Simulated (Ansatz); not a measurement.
Crystal structures of silicon under BLYP

The calculation used DFT, BLYP, plane waves (420 eV) with PAW, scalar-relativistic in Ansatz 0.2.0. The PAW files were generated under PBE, with cores re-solved for the functional.

Each structure is relaxed within its own symmetry, so a high-lying one may be dynamically unstable.

| structure | ΔE (meV/atom) | V (Å³/atom) | cell | magnetic state |
| --- | --- | --- | --- | --- |
| diamond | 0 | 21.17 | a = 5.533 Å | spin not included |
| BC8 | 236 | 19.52 | a = 6.785 Å | spin not included |
| simple cubic | 594 | 17.36 | a = 2.590 Å | spin not included |
| beta-Sn type | 595 | 16.58 | a = 4.888 Å, c = 2.776 Å (c/a = 0.568) | spin not included |
| omega (AlB2-type) | 896 | 16.65 | a = 4.705 Å, c = 2.605 Å (c/a = 0.554) | spin not included |
| hcp | 936 | 16.57 | a = 2.728 Å, c = 5.140 Å (c/a = 1.884) | spin not included |
| bcc | 937 | 16.44 | a = 3.204 Å | spin not included |
| dhcp | 953 | 16.46 | a = 2.836 Å, c = 9.451 Å (c/a = 3.332) | spin not included |
| fcc | 961 | 16.60 | a = 4.050 Å | spin not included |
| A15 | 992 | 16.88 | a = 5.130 Å | spin not included |

ΔE counts from diamond.

Differences under about 8 meV lie within the error of the k-point mesh.
